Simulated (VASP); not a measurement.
A run of VASP 6.6.1 is set up as follows.

The input INCAR:

```
PREC     = Accurate       # precision mode
ENCUT    = 520            # plane-wave cutoff, eV
EDIFF    = 1E-7           # SCF threshold, eV
ISMEAR   = 0              # smearing method
SIGMA    = 0.1            # smearing width, eV
LREAL    = F              # projectors in reciprocal space
LASPH    = T              # aspherical terms in the spheres
NELM     = 100            # most SCF steps
ALGO     = Normal         # electronic algorithm
ISIF     = 3              # what is computed and relaxed
LWAVE    = F              # write WAVECAR
LCHARG   = F              # write CHGCAR
ISPIN    = 2              # spin polarisation
MAGMOM   = 1              # initial moments
LORBIT   = 11             # projections on sites
LMAXMIX  = 4              # l up to which the mixer works
GGA      = PE             # functional
IBRION   = 2              # ionic algorithm
NSW      = 80             # ionic steps
EDIFFG   = -0.002         # ionic threshold
```

Contents of KPOINTS:

```
regular mesh
0
Gamma
  20 20 20
```

File POSCAR:

```
Cu                                      
1.0
    0.0000000000      1.8169944586      1.8169944586
    1.8169944586     -0.0000000000      1.8169944586
    1.8169944586      1.8169944586      0.0000000000
  Cu            
     1
Direct
     0.0000000000000000    0.0000000000000000    0.0000000000000000
```

Potentials or basis: VASP PAW PBE potentials, release 64 (Cu).

Command:

```bash
$ cat potpaw_PBE.64/Cu/POTCAR > POTCAR
$ mpirun -np 1 vasp_std > vasp.out
```

(1) Predict the net moment.

(2) What does it give for the relaxed volume?

Results:

(1) 0.00 μB per cell.

(2) 12.00 Å³/atom.
